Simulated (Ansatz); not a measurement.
LuH2:

```
CELL_PARAMETERS angstrom
0.00000 2.51650 2.51650
2.51650 0.00000 2.51650
2.51650 2.51650 0.00000
ATOMIC_POSITIONS crystal
Lu 0.00000 0.00000 0.00000
H 0.75000 0.75000 0.75000
H 0.25000 0.25000 0.25000
```

| Item | Value |
| --- | --- |
| Program | Ansatz 0.2.0 |
| Task | relaxation of cell and atoms |
| Functional | r2SCAN |
| Dispersion | rVV10 |
| Potentials or basis | Ansatz PAW |
| Cutoff | 500 eV (not typed: the program's choice for these potentials) |
| k mesh | 9 × 9 × 9 |
| Occupations | fermi-dirac, width 0.05 eV |
| Spin | no spin polarisation |

At the start: volume 10.62 Å³/atom.

Task: Where does the relaxation end?

Result: It ends after 4 steps and the volume is 10.27 Å³/atom (-3.3 %); space group Fm-3m (No. 225, to 0.05 Å).

Step by step:
```csv
step,energy change (eV),largest force (eV/Å),volume (Å³)
1,0.0000,0.0000,31.87
2,-0.0108,0.0000,30.92
3,-0.0110,0.0000,30.81
4,-0.0106,0.0000,30.81
```

Final structure:
```cif
data_structure
_symmetry_space_group_name_H-M 'P 1'
_symmetry_Int_Tables_number 1
_cell_length_a 3.5190
_cell_length_b 3.5190
_cell_length_c 3.5190
_cell_angle_alpha 60.000
_cell_angle_beta 60.000
_cell_angle_gamma 60.000
_cell_volume 30.81
loop_
_atom_site_label
_atom_site_type_symbol
_atom_site_fract_x
_atom_site_fract_y
_atom_site_fract_z
_atom_site_occupancy
Lu1 Lu 0.00000 0.00000 0.00000 1
H1 H 0.75000 0.75000 0.75000 1
H2 H 0.25000 0.25000 0.25000 1
```

Caveat: the plane-wave basis is chosen anew once the cell has moved, so the energies of steps on either side of that aren't comparable; the PAW data sets come from PBE, with cores solved anew for the run's functional, which leaves a small shift of forces and pressure.
